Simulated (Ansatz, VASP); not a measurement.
**One calculation of Ir, two programs**

Contents of INCAR:

```
PREC = Accurate
ENCUT = 520
EDIFF = 1E-7
ISMEAR = -1
SIGMA = 0.1
LREAL = False
LASPH = True
NELM = 60
ALGO = Normal
ISIF = 2
LWAVE = False
LCHARG = True
GGA = PS
LELF = True
LVHAR = True
NBANDS = 20
```

Contents of KPOINTS:

```
regular mesh
0
Gamma
  11 11 15
```

POSCAR

```
Ir
1.0
    4.2757034922      0.0000000000      0.0000000000
   -2.1378517461      3.7028678433      0.0000000000
    0.0000000000      0.0000000000      2.6373075987
Ir
3
Direct
    0.0000000000      0.0000000000      0.0000000000
    0.3333333333      0.6666666667      0.5000000000
    0.6666666667      0.3333333333      0.5000000000
```

Input for Ansatz:

```yaml
crystal:
  lattice:
    - [4.2757034922, 0.0, 0.0]
    - [-2.1378517461, 3.7028678433, 0.0]
    - [0.0, 0.0, 2.6373075987]
  atoms:
    - { symbol: Ir, position: [0.0, 0.0, 0.0] }
    - { symbol: Ir, position: [0.3333333333, 0.6666666667, 0.5] }
    - { symbol: Ir, position: [0.6666666667, 0.3333333333, 0.5] }
hamiltonian:
  xc: pbesol
  pseudopotentials:
    kind: paw
    azcp:
      Ir: "pseudopotentials/Ir.paw.azcp"
basis:
  ecutwfc: 420
  fft_grid_basis: typed
kpoints:
  mp_grid: { grid: [11, 11, 15], shift: [0, 0, 0] }
magnetization:
  spin_polarized: false
scf:
  occupations: { method: fermi_dirac, width: 0.1 }
output:
  stress: true
```

Alike in both runs: task single point; functional PBEsol; k mesh 11 × 11 × 15; occupations fermi-dirac, width 0.1 eV; no spin polarisation.

|  | VASP | Ansatz |
| --- | --- | --- |
| version | VASP 6.6.1 | Ansatz 0.2.0 |
| potentials or method | VASP PAW PBE potentials, release 64 (Ir) | plane waves (420 eV) with PAW, scalar-relativistic |
| plane-wave cutoff (eV) | 520 | 420 |
| valence electrons in the cell | 27 | 51 |

|  | VASP | Ansatz | Ansatz less VASP |
| --- | --- | --- | --- |
| pressure (GPa) | 17.3 | 16.2 | -1.11 |
| largest component of the traceless stress (GPa) | 1.57 | 1.42 | -0.150 |

The functional is the same, so the differences come from potentials, cutoffs and numerics. The two sets of potentials don't hold the same shells in valence. Ansatz warned: «pseudo_functional_mismatch».

Caveats: so large a pressure means that the cell lies far from this level's equilibrium, or that cutoff or potentials fall short (VASP); the potentials were made for another functional, which shifts forces and pressure (VASP). The runs have no spin-orbit coupling, so splittings on Ir are missing.
